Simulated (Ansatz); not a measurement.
## LiF (P3_121) at 3 levels of theory

One geometry, relaxed with PBE; plane waves with PAW potentials in Ansatz, scalar-relativistic. No spin polarisation. Gaps are the least over mesh and band path; pressure is positive in compression.

```
CELL_PARAMETERS angstrom
4.89537 0.00000 0.00000
-2.44768 4.23951 0.00000
0.00000 0.00000 2.92669
ATOMIC_POSITIONS crystal
Li 0.62181 0.62181 0.00000
Li 0.37819 0.00000 0.33333
Li 0.00000 0.37819 0.66667
F 0.00000 0.63369 0.16667
F 0.36631 0.36631 0.50000
F 0.63369 0.00000 0.83333
```

```tsv
level	cutoff (eV)	k mesh	gap (eV)	pressure (GPa)
PBE	420	6×6×8	7.57	0.0
r2SCAN	500	6×6×8	8.31	-2.7
PBEsol	420	6×6×8	7.42	-1.9
```

Another cell of LiF relaxed alike, in Fm-3m, lies 41 meV/atom lower, so this cell isn't the stable form at this level.

The cell was found from a structure generator's guess, not taken from experiment.
